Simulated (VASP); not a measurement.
# Os in VASP: settings compared, part 2 of 2

VASP 6.6.1. Earlier steps stand in the parts before.

### Step 3. Relaxation of the atoms, PBE+D3(BJ) (the (0 0 1) slab of Os, cut from the database cell, not relaxed)

Input file INCAR:

```
SYSTEM = Os
  PREC = Accurate
  ENCUT = 520
  EDIFF = 1E-6
  ISMEAR = 0
  SIGMA = 0.05
  LREAL = .FALSE.
  LASPH = .TRUE.
  NELM = 80
  ALGO = Normal
  ISIF = 2
  LWAVE = .FALSE.
  LCHARG = .FALSE.
  LDIPOL = .TRUE.
  IDIPOL = 3
  DIPOL = 0.5 0.5 0.500
  GGA = PE
  IVDW = 12
  IBRION = 2
  NSW = 60
  EDIFFG = -0.01
```

Input file KPOINTS:

```
regular mesh
0
G
  11 11 1
  0 0 0
```

Input file POSCAR:

```
Os
1.0
    2.7340999755      0.0000000000      0.0000000000
   -1.3670499877      2.3678000353      0.0000000000
    0.0000000000      0.0000000000     23.6394000000
Os
5
Selective dynamics
Direct
    0.3333333333      0.6666666666      0.3172669357  F F F
    0.6666666667      0.3333333334      0.4086334679  F F F
    0.3333333333      0.6666666666      0.5000000000  T T T
    0.6666666667      0.3333333334      0.5913665321  T T T
    0.3333333333      0.6666666666      0.6827330643  T T T
```

Potentials or basis: VASP PAW PBE potentials, release 64 (Os).

Command:

```bash
> cat potpaw_PBE.64/Os/POTCAR > POTCAR
> mpirun -np 1 vasp_std > vasp.out
```

OUTCAR:

```text
SYSTEM = Os
   PREC = Accurate
   ENCUT = 520
   EDIFF = 1E-6
   ISMEAR = 0
   LREAL = .FALSE.
   LASPH = .TRUE.
   NELM = 80
   ISIF = 2
   GGA = PE
   IVDW = 12
   IBRION = 2
   NSW = 60
   EDIFFG = -0.01
 IVDW          = 12

 ion  position               nearest neighbor table
   1  0.333  0.667  0.317-   2 2.68   2 2.68   2 2.68
   2  0.667  0.333  0.409-   3 2.68   3 2.68   3 2.68   1 2.68   1 2.68   1 2.68
   3  0.333  0.667  0.500-   2 2.68   4 2.68   2 2.68   4 2.68   2 2.68   4 2.68
   4  0.667  0.333  0.591-   3 2.68   3 2.68   3 2.68   5 2.68   5 2.68   5 2.68
   5  0.333  0.667  0.683-   4 2.68   4 2.68   4 2.68

  LATTYP: Found a hexagonal cell.
 ALAT       =     2.7340999755
 C/A-ratio  =     8.6461359174

  Lattice vectors:

 A1 = (   2.7340999755,   0.0000000000,   0.0000000000)
 A2 = (  -1.3670499877,   2.3678000353,   0.0000000000)
 A3 = (   0.0000000000,   0.0000000000,  23.6394000000)

Analysis of symmetry for initial positions (statically):
=====================================================================
 Subroutine PRICEL returns:
 Original cell was already a primitive cell.

 Routine SETGRP: Setting up the symmetry group for a
 hexagonal supercell.

 Subroutine GETGRP returns: Found 12 space group operations
 (whereof 12 operations were pure point group operations)
 out of a pool of 24 trial point group operations.

The static configuration has the point symmetry D_3h.

Analysis of symmetry for dynamics (positions and initial velocities):
=====================================================================
 Subroutine PRICEL returns:
 Original cell was already a primitive cell.

 Routine SETGRP: Setting up the symmetry group for a
 hexagonal supercell.

 Subroutine GETGRP returns: Found 12 space group operations
 (whereof 12 operations were pure point group operations)
 out of a pool of 24 trial point group operations.

The dynamic configuration has the point symmetry D_3h.

Analysis of constrained symmetry for selective dynamics:
=====================================================================
 Subroutine PRICEL returns:
 Original cell was already a primitive cell.

 Routine SETGRP: Setting up the symmetry group for a
 hexagonal supercell.

 Subroutine GETGRP returns: Found  6 space group operations
 (whereof  6 operations were pure point group operations)
 out of a pool of 24 trial point group operations.

The constrained configuration has the point symmetry C_3v.

 Subroutine INISYM returns: Found  6 space group operations
 (whereof  6 operations are pure point group operations),
 and found     1 'primitive' translations

----------------------------------------------------------------------------------------

                                     Primitive cell

  volume of cell :     153.0368

  direct lattice vectors                    reciprocal lattice vectors
     2.734099975  0.000000000  0.000000000     0.365751073  0.211166480  0.000000000
[... 86 lines left out ...]
   NSW    =     60    number of steps for IOM
   IBRION =      2    ionic relax: 0-MD 1-quasi-New 2-CG
   NFREE  =      1    steps in history (QN), initial steepest desc. (CG)
   ISIF   =      2    stress and relaxation
   ISYM   =      2    0-nonsym 1-usesym 2-fastsym
   POTIM  = 0.5000    time-step for ionic-motion
   TEBEG  =    0.0;   TEEND  =   0.0 temperature during run
   PSTRESS=    0.0 pullay stress
   NELECT =      40.0000    total number of electrons
   NUPDOWN=      -1.0000    fix difference up-down
   EMIN   =  10.00;   EMAX   =-10.00  energy-range for DOS
   EFERMI =   0.00;   METHOD = LEGACY
   ISMEAR =     0;   SIGMA  =   0.05  broadening in eV -4-tet -1-fermi 0-gaus
   EFERMI_NEDOS =   21; number of points for ismear=-14 and -15
   IALGO  =     38    algorithm
   IMIX   =      4    mixing-type and parameters
     AMIX     =   0.40;   BMIX     =  1.00
     AMIX_MAG =   1.60;   BMIX_MAG =  1.00
  volume/ion in A,a.u.               =      30.61       206.55
  Fermi-wavevector in a.u.,A,eV,Ry     =   1.046718  1.978010 14.906785  1.095618
  Thomas-Fermi vector in A             =   2.181568
   LORBIT       =      0    0 simple, 1 ext, 2 COOP (PROOUT), +10 PAW based schemes
   GGA     = PE    functional components
   LHFCALC =     F    Hartree Fock is set to
   AEXX    =    0.0000 exact exchange contribution
   IVDW    =    12    specifies the selected vdW correction
   LEPSILON=     F    determine dielectric tensor
   LRPA    =     F    only Hartree local field effects (RPA)
 conjugate gradient relaxation of ions
 non-spin polarized calculation
 Gauss-broadening in eV      SIGMA  =   0.05
  energy-cutoff  :      520.00
  volume of cell :      153.04
 maximum number of plane-waves:      4151
   NGX = 11   NGY = 11   NGZ = 87

--------------------------------------- Ionic step        1  -------------------------------------------

 number of electron      39.9999999 magnetization

 Free energy of the ion-electron system (eV)
  ---------------------------------------------------
  ext. energy  EPLUGINS =         0.00000000
  ---------------------------------------------------
  free energy    TOTEN  =       -53.77540635 eV

  energy without entropy =      -53.76979139  energy(sigma->0) =      -53.77259887

------------------------ aborting loop because EDIFF is reached ----------------------------------------

 Edisp (eV)   -2.52094

 E8    (eV) :    -1.2748
[... 71 lines left out ...]
  FREE ENERGIE OF THE ION-ELECTRON SYSTEM (eV)
  ---------------------------------------------------
  free  energy   TOTEN  =       -56.3201840255 eV

  energy  without entropy=      -56.3136188963  energy(sigma->0) =      -56.31690146

 dipolmoment           0.000000      0.000000      0.008058 electrons x Angstroem

--------------------------------------- Ionic step        3  -------------------------------------------

 number of electron      39.9999998 magnetization

------------------------ aborting loop because EDIFF is reached ----------------------------------------
[... 40 lines left out ...]
 number of electron      39.9999998 magnetization

------------------------ aborting loop because EDIFF is reached ----------------------------------------

 vacuum level on the upper side and lower side of the slab       (xc-potential included)        -0.046        -0.039

 Edisp (eV)   -2.52258

 E8    (eV) :    -1.2756

  FORCE on cell =-STRESS in cart. coord.  units (eV):
  Direction    XX          YY          ZZ          XY          YZ          ZX
  --------------------------------------------------------------------------------------
  -------------------------------------------------------------------------------------
  Total      -4.53322    -4.53322    -1.82291    -0.00000     0.00000     0.00000
  in kB     -47.45930   -47.45930   -19.08445    -0.00000     0.00000     0.00000
  external pressure =      -38.00 kB  Pullay stress =        0.00 kB
[... 26 lines left out ...]
--------------------------------------- Ionic step        5  -------------------------------------------

 number of electron      39.9999998 magnetization

 dipolmoment           0.000000      0.000000     -0.002771 electrons x Angstroem

 Free energy of the ion-electron system (eV)
  ---------------------------------------------------
  ext. energy  EPLUGINS =         0.00000000
  ---------------------------------------------------
  free energy    TOTEN  =       -53.80236093 eV

  energy without entropy =      -53.79613916  energy(sigma->0) =      -53.79925005

 E-fermi :   1.5008     XC(G=0):  -7.3023

 val. band max:        1.5006333169   @ k =   0.1818   0.0909   0.0000
 cond. band min:       1.6021537431   @ k =   0.2727   0.1818   0.0000
 fundamental gap:      0.1015204262
 Fermi energy:         1.5007677888

 k-point     1 :       0.0000    0.0000    0.0000
  band No.  band energies     occupation
      1      -9.0514      2.00000
      2      -7.9744      2.00000
      3      -6.6113      2.00000
      4      -6.1253      2.00000
      5      -5.9776      2.00000
      6      -1.8423      2.00000
[... 421 lines left out ...]
     23       2.9560      0.00000
     24       3.2992      0.00000

------------------------ aborting loop because EDIFF is reached ----------------------------------------

 vacuum level on the upper side and lower side of the slab       (xc-potential included)        -0.046         0.018

 Edisp (eV)   -2.52268

 E8    (eV) :    -1.2757

  FORCE on cell =-STRESS in cart. coord.  units (eV):
  Direction    XX          YY          ZZ          XY          YZ          ZX
  --------------------------------------------------------------------------------------
  -------------------------------------------------------------------------------------
  Total      -4.52477    -4.52477    -1.81285    -0.00000     0.00000     0.00000
  in kB     -47.37083   -47.37083   -18.97916    -0.00000     0.00000     0.00000
  external pressure =      -37.91 kB  Pullay stress =        0.00 kB
[... 20 lines left out ...]
  FREE ENERGIE OF THE ION-ELECTRON SYSTEM (eV)
  ---------------------------------------------------
  free  energy   TOTEN  =       -56.3250368332 eV

  energy  without entropy=      -56.3188150595  energy(sigma->0) =      -56.32192595

 reached required accuracy - stopping structural energy minimisation

 vacuum level on the upper side and lower side of the slab         6.717         6.700
```

Run time: 4.8 min. Hardware: 1 thread of Intel Xeon Platinum 8559C (Emerald Rapids), shared host; peak memory 0.28 GiB.

What came out:

- Free energy: -56.3250 eV
- Energy gained by relaxing: 5.7 meV/atom
- Ionic steps: 5
- Dispersion energy per atom: -0.505 eV

Step by step:
| step | energy change (eV) | largest force (eV/Å) | pressure (GPa) |
| --- | --- | --- | --- |
| 1 | 0.0000 | 0.9398 | -4.40 |
| 2 | -0.0238 | 0.8784 | -3.61 |
| 3 | -0.0276 | 0.8879 | -3.88 |
| 4 | -0.0287 | 0.8277 | -3.80 |
| 5 | -0.0287 | 0.8190 | -3.79 |

Final structure:
```
CELL_PARAMETERS angstrom
2.73410 0.00000 0.00000
-1.36705 2.36780 0.00000
0.00000 0.00000 23.63940
ATOMIC_POSITIONS crystal
Os 0.33333 0.66667 0.31727
Os 0.66667 0.33333 0.40863
Os 0.33333 0.66667 0.50043
Os 0.66667 0.33333 0.59275
Os 0.33333 0.66667 0.68140
```

Levels at points of the mesh, in eV from the Fermi level:
```
           k point  band 15  band 16  band 17  band 18  band 19  band 20  band 21  band 22  band 23  band 24
(0.00, 0.00, 0.00)    -2.45    -2.45    -2.23    -2.15    -2.15    -1.00    -1.00    -0.38    -0.05    -0.05
```

Caveat: the bands computed are all filled at some k points, so no gap is given.

### Step 4. Single point, vdW-DF, collinear spin, ferrimagnetic start (the (0 0 1) slab of Os, cut from the database cell, not relaxed)

Input file run.py:

```python
from ase.calculators.vasp import Vasp
from ase.dft.bandgap import bandgap
from ase.io import read

atoms = read('Os.cif')
atoms.set_initial_magnetic_moments([1.0, -0.5, 1.0, -0.5, 1.0])
calc = Vasp(
    directory='calc',
    xc='vdw-df',
    pp='PBE',
    setups='recommended',
    prec='Accurate',
    encut=520,
    ediff=1e-07,
    ismear=-5,
    sigma=0.05,
    lreal=False,
    lasph=True,
    nelm=100,
    algo='Normal',
    isif=2,
    lwave=False,
    lcharg=False,
    ispin=2,
    lorbit=11,
    lmaxmix=4,
    ldipol=True,
    idipol=3,
    dipol=[0.5, 0.5, 0.5],
    kpts=[11, 11, 1],
    gamma=True,
)
atoms.calc = calc

print('energy (eV):', atoms.get_potential_energy())
print('free energy (eV):', atoms.get_potential_energy(force_consistent=True))
print('forces (eV/A):')
print(atoms.get_forces())
print('stress (eV/A^3, Voigt):', atoms.get_stress())
print('Fermi level (eV):', calc.get_fermi_level())
print('moment (muB):', atoms.get_magnetic_moment())
print('site moments (muB):', atoms.get_magnetic_moments())
gap, top, bottom = bandgap(calc)
print('band gap (eV):', gap, 'from (spin, k, band)', top, 'to', bottom)
```

Input file Os.cif:

```cif
data_Os
_cell_length_a 2.73409998
_cell_length_b 2.73409998
_cell_length_c 23.63940000
_cell_angle_alpha 90.00000000
_cell_angle_beta 90.00000000
_cell_angle_gamma 120.00000000
_space_group_name_H-M_alt 'P1'
_space_group_name_Hall 'P 1'
_space_group_IT_number 1
loop_
_space_group_symop_operation_xyz
'x,y,z'
loop_
_atom_site_label
_atom_site_type_symbol
_atom_site_symmetry_multiplicity
_atom_site_Wyckoff_symbol
_atom_site_fract_x
_atom_site_fract_y
_atom_site_fract_z
_atom_site_occupancy
Os1 Os 1 a 0.3333333333 0.6666666666 0.3172669357 1
Os2 Os 1 a 0.6666666667 0.3333333334 0.4086334679 1
Os3 Os 1 a 0.3333333333 0.6666666666 0.5000000000 1
Os4 Os 1 a 0.6666666667 0.3333333334 0.5913665321 1
Os5 Os 1 a 0.3333333333 0.6666666666 0.6827330643 1
```

Command:

```bash
> python run.py
```

It took 7.3 min on 1 thread of Intel Xeon Platinum 8559C (Emerald Rapids), shared host; peak memory 0.72 GiB.

The run converged. Its results:

- Free energy: -35.2665 eV
- Largest force: 1.010 eV/Å
- Band gap on the k mesh: none (metal or under the smearing width)
- Net moment: 0.00 μB per cell
- Valence electrons inside the program's atomic spheres: Os 7.18, 7.48, 7.52

Forces in eV/Å, atoms in the order of the input:
```
Os   0.000  0.000  0.032
Os   0.000  0.000 -1.010
Os   0.000  0.000  0.000
Os   0.000  0.000  1.010
Os   0.000  0.000 -0.032
```

Levels at points of the mesh, in eV from the Fermi level:
Spin up:
```csv
k point,band 17,band 18,band 19,band 20,band 21,band 22
"(0.00, 0.00, 0.00)",-2.14,-2.14,-2.13,-1.04,-1.04,-0.34
```
Spin down:
```tsv
k point	band 17	band 18	band 19	band 20	band 21	band 22
(0.00, 0.00, 0.00)	-2.14	-2.14	-2.13	-1.04	-1.04	-0.34
```

Caveat: the PAW data sets were made with another functional, which shifts forces and pressure a little. Spin-orbit coupling is left out, which matters for the levels of Os.
